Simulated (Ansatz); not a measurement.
# Calculated quadrupolar parameters for W at a changed volume

The cell is a COD entry, relaxed with PBE at fixed cell and then changed (volume scaled by 1.02, ions relaxed).

```
CELL_PARAMETERS angstrom
5.11666 0.00000 0.00000
0.00000 5.11666 0.00000
0.00000 0.00000 5.11666
ATOMIC_POSITIONS crystal
W 0.00000 0.00000 0.00000
W 0.50000 0.50000 0.50000
W 0.00000 0.50000 0.25000
W 0.00000 0.50000 0.75000
W 0.25000 0.00000 0.50000
W 0.75000 0.00000 0.50000
W 0.50000 0.75000 0.00000
W 0.50000 0.25000 0.00000
```

Sites (sets of like atoms) are named by element and the number of their first atom in this list.

Computed with Ansatz: DFT, PBE, plane waves and PAW, scalar-relativistic, 420 eV cutoff, Γ-centred 9×9×9 k-points, Fermi–Dirac smearing 0.05 eV.

V_zz is the principal component of the electric field gradient with the largest magnitude, η = (V_xx − V_yy)/V_zz and C_Q = eQV_zz/h. Directions are in the Cartesian axes of the cell vectors above, for the atom listed; none is given where the gradient is under 0.02 or η is above 0.95.

```tsv
site	first atom	first shell	V_zz (10²¹ V/m²)	η	direction of V_zz (x, y, z)
W1	1	12 W at 2.86 Å	0.00	–	–
W3	3	14 W at 2.56–3.13 Å	-7.67	0.00	0.00 0.00 1.00
```

An axis of threefold or higher order runs through W3, so V_zz lies along it and η is zero. W1 sits on a cubic site, where every gradient vanishes.

The run finds no gap above 0.1 eV (a metal, or nearly one), so the gradients can move by 10 % or more with the k-mesh. Without spin–orbit coupling the gradients at and beside W can be off by some per cent, at some sites by more. At this changed cell the PBE pressure is -6 GPa.

The relaxation (1 step) took 14 s of wall time (14 s of CPU time) and 0.58 GiB at its peak, on 1 thread of Intel Xeon 6975P-C (Granite Rapids) (x86_64; 16 cores open to the job, memory cap 3.0 GiB, no GPU), a shared host with a load of 0.6 a core.
